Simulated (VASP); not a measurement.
# TaS2 (P-3m1) in VASP: notebook, part 4 of 4

VASP 6.6.1.

**5. Single point, r2SCAN+U, collinear spin, random start**

INCAR reads:

```
SYSTEM = TaS2
PREC = Accurate
ENCUT = 520
EDIFF = 1E-7
ISMEAR = 0
SIGMA = 0.05
LREAL = .False.
LASPH = .True.
NELM = 80
ALGO = Normal
ISIF = 2
LWAVE = .False.
LCHARG = .True.
ISPIN = 2
MAGMOM = 0.41 0 0
LORBIT = 11
LMAXMIX = 4
LDAU = .True.
LDAUTYPE = 2
LDAUL = 2 -1
LDAUU = 8 0
LDAUJ = 0 0
LDAUPRINT = 1
METAGGA = R2SCAN
LMIXTAU = .True.
LELF = .True.
LVHAR = .True.
NBANDS = 22
```

KPOINTS reads:

```
Automatic mesh
0
Gamma
  7 7 3
  0 0 0
```

POSCAR reads:

```
TaS2
1.0
    3.3500014000      0.0000000000      0.0000000000
   -1.6750007000      2.9011863100      0.0000000000
    0.0000000000      0.0000000000      5.8599987400
Ta S
1 2
Direct
    0.0000000000      0.0000000000      0.0000000000
    0.3333333333      0.6666666667      0.2500000000
    0.6666666667      0.3333333333      0.7500000000
```

Potentials or basis: VASP PAW PBE potentials, release 64 (Ta_pv, S).

On the command line:

```
> cat potpaw_PBE.64/Ta_pv/POTCAR potpaw_PBE.64/S/POTCAR > POTCAR
> mpirun -np 1 vasp_std > vasp.out
```

OUTCAR:

```text
SYSTEM = TaS2
   PREC = Accurate
   ENCUT = 520
   EDIFF = 1E-7
   ISMEAR = 0
   LREAL = .False.
   LASPH = .True.
   NELM = 80
   ISIF = 2
   ISPIN = 2
   LORBIT = 11
   METAGGA = R2SCAN

 ion  position               nearest neighbor table
   1  0.000  0.000  0.000-   2 2.43   3 2.43   3 2.43   2 2.43   3 2.43   2 2.43
   2  0.333  0.667  0.250-   1 2.43   1 2.43   1 2.43
   3  0.667  0.333  0.750-   1 2.43   1 2.43   1 2.43

  LATTYP: Found a hexagonal cell.
 ALAT       =     3.3500014000
 C/A-ratio  =     1.7492526242

  Lattice vectors:

 A1 = (   3.3500014000,   0.0000000000,   0.0000000000)
 A2 = (  -1.6750007000,   2.9011863100,   0.0000000000)
 A3 = (   0.0000000000,   0.0000000000,   5.8599987400)

Analysis of symmetry for initial positions (statically):
=====================================================================
 Subroutine PRICEL returns:
 Original cell was already a primitive cell.

 Routine SETGRP: Setting up the symmetry group for a
 hexagonal supercell.

 Subroutine GETGRP returns: Found 12 space group operations
 (whereof 12 operations were pure point group operations)
 out of a pool of 24 trial point group operations.

The static configuration has the point symmetry D_3d.

Analysis of symmetry for dynamics (positions and initial velocities):
=====================================================================
 Subroutine PRICEL returns:
 Original cell was already a primitive cell.

 Routine SETGRP: Setting up the symmetry group for a
 hexagonal supercell.

 Subroutine GETGRP returns: Found 12 space group operations
 (whereof 12 operations were pure point group operations)
 out of a pool of 24 trial point group operations.

The dynamic configuration has the point symmetry D_3d.

Analysis of structural, dynamic, and magnetic symmetry:
=====================================================================
[... 200 lines left out ...]
  ---------------------------------------------------
  free energy    TOTEN  =       -61.30668346 eV

  energy without entropy =      -61.30572113  energy(sigma->0) =      -61.30620229

 E-fermi :   6.3754     XC(G=0): -11.1656

 val. band max:        6.3505811195   @ k =   0.1429   0.1429   0.3333
 cond. band min:       6.4987057950   @ k =   0.0000   0.2857   0.3333
 fundamental gap:      0.1481246755
 Fermi energy:         6.3753593930

 spin component 1

 k-point     1 :       0.0000    0.0000    0.0000
  band No.  band energies     occupation
      1     -32.3926      1.00000
      2     -32.3377      1.00000
      3     -32.3377      1.00000
      4     -10.2709      1.00000
      5      -7.9798      1.00000
      6      -1.5729      1.00000
[... 489 lines left out ...]
     21      15.4394      0.00000
     22      16.7225      0.00000
 Fermi energy:         6.3753593930

 spin component 2

 k-point     1 :       0.0000    0.0000    0.0000
  band No.  band energies     occupation
      1     -31.9138      1.00000
      2     -31.9138      1.00000
      3     -31.8920      1.00000
      4     -10.1919      1.00000
      5      -8.0020      1.00000
      6      -1.2850      1.00000
[... 489 lines left out ...]
     21      15.7209      0.00000
     22      17.1362      0.00000

------------------------ aborting loop because EDIFF is reached ----------------------------------------

  FORCE on cell =-STRESS in cart. coord.  units (eV):
  Direction    XX          YY          ZZ          XY          YZ          ZX
  --------------------------------------------------------------------------------------
  -------------------------------------------------------------------------------------
  Total        7.1183146      7.1183146      5.9739308     -0.0000000     -0.0000000      0.0000000
  in kB      200.2486656    200.2486649    168.0554635     -0.0000000     -0.0000000      0.0000000
  external PRESSURE =     189.5175980 kB  Pullay stress =       0.0000000 kB

 VOLUME and BASIS-vectors are now :
 -----------------------------------------------------------------------------
  energy-cutoff  :      520.00
  volume of cell :       56.95
      direct lattice vectors                 reciprocal lattice vectors
     3.350001400  0.000000000  0.000000000     0.298507338  0.172343292  0.000000000
    -1.675000700  2.901186310  0.000000000     0.000000000  0.344686584  0.000000000
     0.000000000  0.000000000  5.859998740     0.000000000  0.000000000  0.170648501

 POSITION                                       TOTAL-FORCE (eV/Angst)
 -----------------------------------------------------------------------------------
      0.00000      0.00000      0.00000         0.000000      0.000000      0.000000
     -0.00000      1.93412      1.46500         0.000000     -0.000000      1.763177
      1.67500      0.96706      4.39500        -0.000000      0.000000     -1.763177
 -----------------------------------------------------------------------------------
    total drift:                               -0.000000     -0.000000     -0.000000

  FREE ENERGIE OF THE ION-ELECTRON SYSTEM (eV)
  ---------------------------------------------------
  free  energy   TOTEN  =       -61.3066834635 eV

  energy  without entropy=      -61.3057211259  energy(sigma->0) =      -61.30620229

 total charge

# of ion       s       p       d       tot
------------------------------------------
    1        0.364   6.275   2.014   8.653
    2        1.342   2.489   0.000   3.831
    3        1.342   2.489   0.000   3.831
--------------------------------------------------
tot          3.048  11.254   2.014  16.316

 magnetization (x)

# of ion       s       p       d       tot
------------------------------------------
    1        0.011   0.007   0.540   0.559
    2       -0.000  -0.028   0.000  -0.028
    3       -0.000  -0.028   0.000  -0.028
--------------------------------------------------
tot          0.011  -0.048   0.540   0.503
```

OSZICAR:

```text
N       E                     dE             d eps       ncg     rms          rms(c)
DAV:   1     0.115250605442E+03    0.11525E+03   -0.11328E+04  1760   0.970E+02
DAV:   2    -0.613443934622E+02   -0.17659E+03   -0.17118E+03  2138   0.267E+02
[... 18 lines left out ...]
DAV:  21    -0.613066791020E+02   -0.11883E-04   -0.64912E-05  2076   0.225E-02    0.631E-03
DAV:  22    -0.613066781753E+02    0.92672E-06   -0.47186E-05  2092   0.201E-02    0.617E-03
DAV:  23    -0.613066826122E+02   -0.44370E-05   -0.22989E-05  2170   0.146E-02    0.413E-03
DAV:  24    -0.613066833025E+02   -0.69027E-06   -0.10953E-06  1890   0.660E-03    0.160E-03
DAV:  25    -0.613066835412E+02   -0.23870E-06   -0.11789E-07  1564   0.200E-03    0.684E-04
DAV:  26    -0.613066834635E+02    0.77674E-07   -0.30077E-08   904   0.109E-03
   1 F= -.61306683E+02 E0= -.61306202E+02  d E =-.962338E-03  mag=     0.7564
```

Run time: 5 min. Hardware: 1 thread of Intel Xeon Platinum 8259CL at 2.50GHz (Skylake/Cascade Lake), shared host; peak memory 0.25 GiB.

Results:

```yaml
Free_energy: -61.3067 eV
Pressure: 19.0 GPa
Largest_force: 1.763 eV/Å
Band_gap_on_the_k_mesh: none (metal or under the smearing width)
Net_moment: 0.76 μB per cell
Site_moments: Ta +0.56; S -0.03 μB
Valence_electrons_inside_the_program's_atomic_spheres: Ta 8.65; S 3.83
```

Forces on the atoms (eV/Å):
```
Ta   0.000  0.000  0.000
S    0.000  0.000  1.763
S    0.000  0.000 -1.763
```

Stress tensor (GPa, compression positive):
```
20.02  0.00  0.00
 0.00 20.02  0.00
 0.00  0.00 16.81
```

Eigenvalues of the final occupation matrices:
| site | spin | trace | eigenvalues |
| --- | --- | --- | --- |
| site 1 d | 1 | 1.30 | 0.21 0.22 0.22 0.32 0.32 |
| site 1 d | 2 | 0.75 | 0.08 0.09 0.09 0.25 0.25 |

Caveat: the PAW data sets were made with another functional, which shifts forces and pressure a little. The state reached can hang on the start; a lower one may exist.

**6. Single point, r2SCAN+U, collinear spin, ferromagnetic start**

INCAR reads:

```
PREC = Accurate ; ENCUT = 520
EDIFF = 1E-6 ; ISMEAR = 0
SIGMA = 0.05 ; LREAL = False
LASPH = True ; NELM = 60
ALGO = Normal ; ISIF = 2
LWAVE = False ; LCHARG = False
ISPIN = 2 ; MAGMOM = 0.5 0 0
LORBIT = 11 ; NUPDOWN = 2
LMAXMIX = 4 ; LDAU = True
LDAUTYPE = 2 ; LDAUL = 2 -1
LDAUU = 8 0 ; LDAUJ = 0 0
LDAUPRINT = 1 ; METAGGA = R2SCAN
LMIXTAU = True ; NBANDS = 22
```

KPOINTS reads:

```
Automatic mesh
0
Gamma
  7 7 3
```

POSCAR is that of step 5.

Potentials or basis: VASP PAW PBE potentials, release 64 (Ta_pv, S).

On the command line:

```
> cat potpaw_PBE.64/Ta_pv/POTCAR potpaw_PBE.64/S/POTCAR > POTCAR
> mpirun -np 1 vasp_std > vasp.out
```

Run time: 5.4 min. Hardware: 1 thread of Intel Xeon Platinum 8259CL at 2.50GHz (Skylake/Cascade Lake), shared host; peak memory 0.25 GiB.

It converged, with:

* Free energy: -59.8907 eV
* Pressure: 22.1 GPa
* Largest force: 2.278 eV/Å
* Net moment: 2.00 μB per cell
* Site moments: Ta +1.01; S +0.18 μB
* Valence electrons inside the program's atomic spheres: Ta 8.76; S 3.81

Forces on the atoms (eV/Å):
```
Ta   0.000  0.000  0.000
S    0.000  0.000  2.278
S    0.000  0.000 -2.278
```

Stress tensor (GPa, compression positive):
```
23.19  0.00  0.00
 0.00 23.19  0.00
 0.00  0.00 19.89
```

Eigenvalues of the final occupation matrices:
```
    site  spin  trace               eigenvalues
site 1 d     1   1.60  0.22 0.22 0.36 0.36 0.44
site 1 d     2   0.61  0.05 0.05 0.05 0.22 0.22
```

Caveat: the moment is held away from its start; the PAW data sets were made with another functional, which shifts forces and pressure a little; the total moment is fixed, so each spin has its own Fermi level. The state reached can hang on the start; a lower one may exist.

**7. Overview**

| spin | fixed moment (μB) | gap on the mesh (eV) | pressure (GPa) | moment (μB) | largest force (eV/Å) |
| --- | --- | --- | --- | --- | --- |
| collinear, ferromagnetic start | - | none | 19.0 | 0.76 | 1.76 |
| collinear, random start | - | none | 19.0 | 0.76 | 1.76 |
| collinear, ferromagnetic start | 2 | - | 22.1 | 2.00 | 2.28 |

Alike in all rows: task single point; level r2SCAN+U; potentials or basis VASP PAW PBE potentials, release 64 (Ta_pv, S); Ta d U = 8 eV; cell as given; k mesh 7 × 7 × 3; cutoff (eV) 520; smearing gaussian 0.05 eV.

Caveats: the PAW data sets were made with another functional, which shifts forces and pressure a little; the moment is held away from its start (some runs); the total moment is fixed, so each spin has its own Fermi level (some runs).

Total energies depend on the potentials used, so only differences within one code and one set of settings carry meaning.
